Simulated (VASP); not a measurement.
Runs of VASP 6.6.1 on MnF2. It takes space group P4_2/mnm (No. 136, tetragonal). Conventional cell: a = 4.874 Å, b = 4.874 Å, c = 3.311 Å, α = 90.00°, β = 90.00°, γ = 90.00°. Mn (site symmetry mmm) is surrounded by 6 F at 2.10 to 2.13 Å. F (site symmetry m2m) has 3 Mn at 2.10 to 2.13 Å as nearest neighbours. 

```tsv
task	level	potentials or basis	cell	k mesh	cutoff (eV)	gap on the mesh (eV)	pressure (GPa)	moment (μB)	relaxed volume (Å³/atom)	largest force (eV/Å)
band structure	LDA	VASP PAW LDA potentials, release 64 (Mn_pv, F)	as given	6 × 6 × 8	520	0.79	(a)	10.00	-	0.04
relaxation of cell and atoms	LDA	VASP PAW LDA potentials, release 64 (Mn_pv, F)	relaxed	5 × 5 × 6	600	0.67	0.0	10.00	12.36	-
band structure	PBE	VASP PAW PBE potentials, release 64 (Mn_pv, F)	as given	6 × 6 × 8	520	1.12	-	10.00	-	-
relaxation of cell and atoms	PBE	VASP PAW PBE potentials, release 64 (Mn_pv, F)	relaxed	5 × 5 × 6	600	1.20	0.0	10.00	13.61	-
band structure	RPBE	VASP PAW PBE potentials, release 64 (Mn_pv, F)	as given	6 × 6 × 8	520	1.35	8.0	10.00	-	0.08
relaxation of cell and atoms	RPBE	VASP PAW PBE potentials, release 64 (Mn_pv, F)	relaxed	5 × 5 × 6	600	1.55	-0.1	10.00	(b)	-
relaxation of cell and atoms	PBEsol	VASP PAW PBE potentials, release 64 (Mn_pv, F)	relaxed	5 × 5 × 6	600	0.92	0.0	10.00	13.01	-
single point	PBE	VASP PAW PBE potentials, release 64 (Mn_pv, F)	as given	6 × 6 × 8	520	1.12	3.7	10.00	-	0.04
```

Alike in all rows: spin collinear, ferromagnetic start; smearing fermi-dirac 0.05 eV.

Task: Fill in the values left out.

Result: (a) -5.6; (b) 14.31.

Caveats: only a ferromagnetic start was run, and an antiferromagnetic order may lie lower in energy; an odd mesh through Γ misses points on the zone boundary, where band edges often lie (some runs); the PAW data sets were made with another functional, which shifts forces and pressure a little (some runs).
